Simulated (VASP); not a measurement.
Here is a VASP 6.6.1 calculation.

Contents of POSCAR:

```
BeS
1.0
    0.0000000000      2.3172971969      2.2440706055
    2.3172971969      0.0000000000      2.2440706055
    2.3172971969      2.3172971969      0.0000000000
Be S
1 1
Direct
    0.0000000000      0.0000000000      0.0000000000
    0.5000000000      0.5000000000      0.5000000000
```

Contents of INCAR.step1:

```
PREC = Accurate
ENCUT = 520
ISMEAR = 0
SIGMA = 0.01
LREAL = False
LASPH = True
NELM = 100
NBANDS = 11
GGA = PE
ALGO = Normal
EDIFF = 1E-4
LWAVE = True
LCHARG = False
```

INCAR.step2

```
PREC = Accurate
ENCUT = 520
EDIFF = 1E-6
ISMEAR = 0
SIGMA = 0.01
LREAL = False
LASPH = True
NELM = 100
ALGO = Normal
ISIF = 2
LWAVE = False
LCHARG = False
METAGGA = R2SCAN
LMIXTAU = True
NBANDS = 11
ISTART = 1
```

The input KPOINTS:

```
regular mesh
0
Gamma
  10 10 10
```

Potentials or basis: VASP PAW PBE potentials, release 64 (Be, S).

The run is started by

```sh
$ cat potpaw_PBE.64/Be/POTCAR potpaw_PBE.64/S/POTCAR > POTCAR
$ cp INCAR.step1 INCAR
$ mpirun -np 1 vasp_std > vasp.out
$ cp INCAR.step2 INCAR
$ mpirun -np 1 vasp_std > vasp.out
```

**Question.** Predict the band gap on the k mesh.

**Answer.** 1.11 eV, indirect (least direct gap 4.55 eV).

**Question.** What does it give for the pressure?

**Answer.** 3.9 GPa.

Stress tensor (GPa, compression positive):
```
2.61 0.00 0.00
0.00 2.61 0.00
0.00 0.00 6.48
```

Caveat: the PAW data sets were made with another functional, which shifts forces and pressure a little. A k mesh can miss the band edges.
